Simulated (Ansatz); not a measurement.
The system is Te.

```
Te
1.0
     4.45400    0.00000    0.00000
    -2.22700    3.85728    0.00000
     0.00000    0.00000    5.92400
Te
3
Cartesian
  1.6279 2.8197 0.0000
  -0.5991 1.0376 3.9493
  1.1981 0.0000 1.9747
```

| Property | Result |
| --- | --- |
| Program | Ansatz 0.2.0 |
| Task | single point |
| Functional | PBEsol |
| Potentials or basis | all-electron LAPW, scalar-relativistic |
| Cutoff | 234 eV (chosen from the basis error) |
| Basis error allowed | 0.001 eV/atom |
| k mesh | 7 × 7 × 5 |
| Occupations | fermi-dirac, width 0.05 eV |
| Spin | no spin polarisation |

On this cell: pressure -0.9 GPa; largest force 0.100 eV/Å; band gap on the k mesh 0.60 eV, indirect (least direct gap 0.77 eV).

The same run follows on a disturbed copy (atoms moved at random, drawn with an rms of 0.05 Å):

```
Te
1.0
     4.45400    0.00000    0.00000
    -2.22700    3.85728    0.00000
     0.00000    0.00000    5.92400
Te
3
Direct
  0.72636 0.72628 0.99901
  0.00652 0.27843 0.67379
  0.27379 0.01099 0.33305
```

Q: What changes?

A: The energy moves by +1.3 meV/atom; pressure -1.3 GPa; largest force 0.189 eV/Å; band gap on the k mesh 0.45 eV, indirect (least direct gap 0.69 eV).

Forces in eV/Å, atoms in the order of the input:
```
Te  -0.008  0.044  0.121
Te  -0.045  0.019 -0.183
Te   0.053 -0.063  0.062
```

Stress tensor (GPa, compression positive):
```
-1.29 -0.11 -0.04
-0.11 -1.35 -0.14
-0.04 -0.14 -1.15
```

Caveats: spin-orbit coupling is left out, which moves the levels of the heavy elements; an odd mesh through Γ misses points on the zone boundary, where band edges often lie.
